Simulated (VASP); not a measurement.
# Mo in VASP: a series of runs

One slab, Mo, is run at these levels: PBE; tasks: single point, relaxation of the atoms.

Program: VASP 6.6.1. These are calculated values, not measurements. Logs are shortened: lines on timing, memory, paths and dates and some standing lists are left out, and cuts for length are marked.

### 1 Starting point

The cell holds a slab with vacuum, 6 atoms: a = 2.738 Å, b = 2.738 Å, c = 26.179 Å, α = 90.00°, β = 90.00°, γ = 109.47°.

The slab is cut from a database's or a generator's crystal, which needn't be the stable form of the element.

### 2 Single point, PBE

INCAR

```
PREC     = Accurate       # precision mode
ENCUT    = 520            # plane-wave cutoff, eV
EDIFF    = 1E-7           # SCF threshold, eV
ISMEAR   = 1              # smearing method
SIGMA    = 0.1            # smearing width, eV
LREAL    = F              # projectors in reciprocal space
LASPH    = T              # aspherical terms in the spheres
NELM     = 80             # most SCF steps
ALGO     = Fast           # electronic algorithm
ISIF     = 2              # what is computed and relaxed
LWAVE    = F              # write WAVECAR
LCHARG   = F              # write CHGCAR
LDIPOL   = T            
IDIPOL   = 3            
DIPOL    = 0.5 0.5 0.500
GGA      = PE             # functional
LVHAR    = T            
LVACPOTAV= T            
ICORELEVEL= 1            
KPAR     = 4
```

KPOINTS

```
regular mesh
0
Gamma
  15 15 1
```

POSCAR

```
Mo
1.0
    2.7381852700      0.0000000000      0.0000000000
   -0.9127284200      2.5815858300      0.0000000000
    0.0000000000      0.0000000000     26.1785945400
Mo
6
Direct
    0.5000000000      0.5000000000      0.2864936100
    0.0000000000      0.0000000000      0.3718961600
    0.5000000000      0.5000000000      0.4572987200
    0.0000000000      0.0000000000      0.5427012800
    0.5000000000      0.5000000000      0.6281038400
    0.0000000000      0.0000000000      0.7135063900
```

Potentials or basis: VASP PAW PBE potentials, release 64 (Mo_sv).

Launch:

```console
cat potpaw_PBE.64/Mo_sv/POTCAR > POTCAR
mpirun -np 4 vasp_std > vasp.out
```

OUTCAR:

```text
PREC = Accurate
   ENCUT = 520
   EDIFF = 1E-7
   ISMEAR = 1
   LREAL = F
   LASPH = T
   NELM = 80
   ISIF = 2
   GGA = PE

 ion  position               nearest neighbor table
   1  0.500  0.500  0.286-   2 2.74   2 2.74   2 3.16   2 3.16
   2  0.000  0.000  0.372-   1 2.74   1 2.74   3 2.74   3 2.74   1 3.16   1 3.16   3 3.16   3 3.16

   3  0.500  0.500  0.457-   2 2.74   2 2.74   4 2.74   4 2.74   2 3.16   2 3.16   4 3.16   4 3.16

   4  0.000  0.000  0.543-   5 2.74   5 2.74   3 2.74   3 2.74   5 3.16   5 3.16   3 3.16   3 3.16

   5  0.500  0.500  0.628-   6 2.74   6 2.74   4 2.74   4 2.74   6 3.16   6 3.16   4 3.16   4 3.16

   6  0.000  0.000  0.714-   5 2.74   5 2.74   5 3.16   5 3.16

  LATTYP: Found a base centered orthorhombic cell.
 ALAT       =     3.1617840073
 B/A-ratio  =     1.4142135607
 C/A-ratio  =     8.2796909844

  Lattice vectors:

 A1 = (   2.7381852700,   0.0000000000,   0.0000000000)
 A2 = (  -0.9127284200,   2.5815858300,   0.0000000000)
 A3 = (   0.0000000000,   0.0000000000,  26.1785945400)

Analysis of symmetry for initial positions (statically):
=====================================================================
 Subroutine PRICEL returns:
 Original cell was already a primitive cell.

 Routine SETGRP: Setting up the symmetry group for a
 base centered orthorhombic supercell.

 Subroutine GETGRP returns: Found  8 space group operations
 (whereof  4 operations were pure point group operations)
 out of a pool of  8 trial point group operations.

The static configuration has the point symmetry C_2v.
 The point group associated with its full space group is D_2h.

Analysis of symmetry for dynamics (positions and initial velocities):
=====================================================================
 Subroutine PRICEL returns:
 Original cell was already a primitive cell.

 Routine SETGRP: Setting up the symmetry group for a
 base centered orthorhombic supercell.

 Subroutine GETGRP returns: Found  8 space group operations
 (whereof  4 operations were pure point group operations)
 out of a pool of  8 trial point group operations.

The dynamic configuration has the point symmetry C_2v.
 The point group associated with its full space group is D_2h.

 Subroutine INISYM returns: Found  8 space group operations
 (whereof  4 operations are pure point group operations),
 and found     1 'primitive' translations

----------------------------------------------------------------------------------------
[... 124 lines left out ...]
  Thomas-Fermi vector in A             =   2.391784
   LORBIT       =      0    0 simple, 1 ext, 2 COOP (PROOUT), +10 PAW based schemes
   GGA     = PE    functional components
   LHFCALC =     F    Hartree Fock is set to
   AEXX    =    0.0000 exact exchange contribution
   IVDW    =     0    specifies the selected vdW correction
   LEPSILON=     F    determine dielectric tensor
   LRPA    =     F    only Hartree local field effects (RPA)
 non-spin polarized calculation
 RMM-DIIS sequential band-by-band and
 Methfessel and Paxton  Order N= 1 SIGMA  =   0.10
  energy-cutoff  :      520.00
  volume of cell :      185.05
 maximum number of plane-waves:      5040
   NGX = 11   NGY = 11   NGZ = 97

 dipolmoment           0.000000      0.000000     -0.000000 electrons x Angstroem

 number of electron      83.9999985 magnetization

 dipolmoment           0.000000      0.000000      0.000000 electrons x Angstroem

 Free energy of the ion-electron system (eV)
  ---------------------------------------------------
  ext. energy  EPLUGINS =         0.00000000
  ---------------------------------------------------
  free energy    TOTEN  =       -63.07672545 eV

  energy without entropy =      -63.07672624  energy(sigma->0) =      -63.07672571

 the core state eigenenergies are
   1-  1s -19811.8950  2s  -2791.9998  2p  -2495.0083  3s   -469.1910  3p   -371.8980
       3d   -213.7175
   2-  1s -19811.9058  2s  -2792.0908  2p  -2495.0912  3s   -469.3080  3p   -372.0152
       3d   -213.8372
   3-  1s -19811.8287  2s  -2792.0191  2p  -2495.0189  3s   -469.2420  3p   -371.9492
       3d   -213.7711
   4-  1s -19811.8287  2s  -2792.0191  2p  -2495.0189  3s   -469.2420  3p   -371.9492
       3d   -213.7711
   5-  1s -19811.9058  2s  -2792.0908  2p  -2495.0912  3s   -469.3080  3p   -372.0152
       3d   -213.8372
   6-  1s -19811.8950  2s  -2791.9998  2p  -2495.0083  3s   -469.1910  3p   -371.8980
       3d   -213.7175

 E-fermi :   4.1471     XC(G=0):  -7.6467

 val. band max:        4.1417837544   @ k =  -0.2667   0.1333   0.0000
 cond. band min:       4.1477031922   @ k =   0.0667   0.0667   0.0000
 fundamental gap:      0.0059194377
 Fermi energy:         4.1470959457

 k-point     1 :       0.0000    0.0000    0.0000
  band No.  band energies     occupation
      1     -57.1173      2.00000
      2     -57.0852      2.00000
      3     -56.9973      2.00000
      4     -56.9064      2.00000
      5     -56.8384      2.00000
      6     -56.8351      2.00000
[... 1261 lines left out ...]
     49       5.8870     -0.00000
     50       6.1771      0.00000

 [... further k-points ...]

------------------------ aborting loop because EDIFF is reached ----------------------------------------

  FORCE on cell =-STRESS in cart. coord.  units (eV):
  Direction    XX          YY          ZZ          XY          YZ          ZX
  --------------------------------------------------------------------------------------
  -------------------------------------------------------------------------------------
  Total       -4.2745797     -4.1272086     -2.7940317      0.2084141      0.0000000      0.0000000
  in kB      -37.0090786    -35.7331483    -24.1905743      1.8044379      0.0000000      0.0000000
  external PRESSURE =     -32.3109337 kB  Pullay stress =       0.0000000 kB

 VOLUME and BASIS-vectors are now :
 -----------------------------------------------------------------------------
  energy-cutoff  :      520.00
  volume of cell :      185.05
      direct lattice vectors                 reciprocal lattice vectors
     2.738185270  0.000000000  0.000000000     0.365205383  0.129119601  0.000000000
    -0.912728420  2.581585830  0.000000000     0.000000000  0.387358804  0.000000000
     0.000000000  0.000000000 26.178594540     0.000000000  0.000000000  0.038199148

 POSITION                                       TOTAL-FORCE (eV/Angst)
 -----------------------------------------------------------------------------------
      0.91273      1.29079      7.50000         0.000000      0.000000      0.644529
      0.00000      0.00000      9.73572        -0.000000      0.000000     -0.665924
      0.91273      1.29079     11.97144        -0.000000      0.000000     -0.001624
      0.00000      0.00000     14.20716         0.000000      0.000000      0.001624
      0.91273      1.29079     16.44288        -0.000000      0.000000      0.665924
      0.00000      0.00000     18.67859        -0.000000      0.000000     -0.644529
 -----------------------------------------------------------------------------------
    total drift:                               -0.000000      0.000000      0.000000

  FREE ENERGIE OF THE ION-ELECTRON SYSTEM (eV)
  ---------------------------------------------------
  free  energy   TOTEN  =       -63.0767254480 eV

  energy  without entropy=      -63.0767262441  energy(sigma->0) =      -63.07672571

 vacuum level on the upper side and lower side of the slab         8.832         8.832
```

OSZICAR:

```text
N       E                     dE             d eps       ncg     rms          rms(c)
DAV:   1     0.103449189203E+04    0.10345E+04   -0.54315E+04  7552   0.162E+03
DAV:   2    -0.279096861503E+02   -0.10624E+04   -0.10422E+04  7146   0.508E+02
DAV:   3    -0.664864395663E+02   -0.38577E+02   -0.37435E+02  8744   0.851E+01
[... 12 lines left out ...]
RMM:  74    -0.630767251532E+02   -0.19040E-06   -0.17513E-06  1955   0.407E-04    0.478E-03
RMM:  75    -0.630767252755E+02   -0.12231E-06   -0.13724E-06  2058   0.402E-04    0.466E-03
RMM:  76    -0.630767252508E+02    0.24758E-07   -0.13771E-06  3350   0.600E-04    0.411E-03
RMM:  77    -0.630767253022E+02   -0.51425E-07   -0.10544E-06  3209   0.523E-04    0.390E-03
RMM:  78    -0.630767254004E+02   -0.98240E-07   -0.10165E-06  1913   0.379E-04    0.387E-03
RMM:  79    -0.630767254480E+02   -0.47577E-07   -0.76773E-07  1941   0.386E-04
   1 F= -.63076725E+02 E0= -.63076726E+02  d E =0.796077E-06
```

It took 17 min on 4 MPI ranks of AMD EPYC 7R43 (Zen 3), shared host; peak memory 0.55 GiB.

What came out:

- Free energy: -63.0767 eV
- Largest force: 0.666 eV/Å
- Band gap on the k mesh: none (metal or under the smearing width)
- Work function of the upper face: 4.68 eV
- Work function of the lower face: 4.68 eV

Forces in eV/Å, atoms in the order of the input:
```
Mo   0.000  0.000  0.645
Mo   0.000  0.000 -0.666
Mo   0.000  0.000 -0.002
Mo   0.000  0.000  0.002
Mo   0.000  0.000  0.666
Mo   0.000  0.000 -0.645
```

Core levels (eV, on the scale of the bands):
| atom | levels |
| --- | --- |
| 1 Mo | 1s -19811.9, 2s -2792.0, 2p -2495.0, 3s -469.2, 3p -371.9, 3d -213.7 |
| 2 Mo | 1s -19811.9, 2s -2792.1, 2p -2495.1, 3s -469.3, 3p -372.0, 3d -213.8 |
| 3 Mo | 1s -19811.8, 2s -2792.0, 2p -2495.0, 3s -469.2, 3p -371.9, 3d -213.8 |
| 4 Mo | 1s -19811.8, 2s -2792.0, 2p -2495.0, 3s -469.2, 3p -371.9, 3d -213.8 |
| 5 Mo | 1s -19811.9, 2s -2792.1, 2p -2495.1, 3s -469.3, 3p -372.0, 3d -213.8 |
| 6 Mo | 1s -19811.9, 2s -2792.0, 2p -2495.0, 3s -469.2, 3p -371.9, 3d -213.7 |

[end of part 1 of 2]
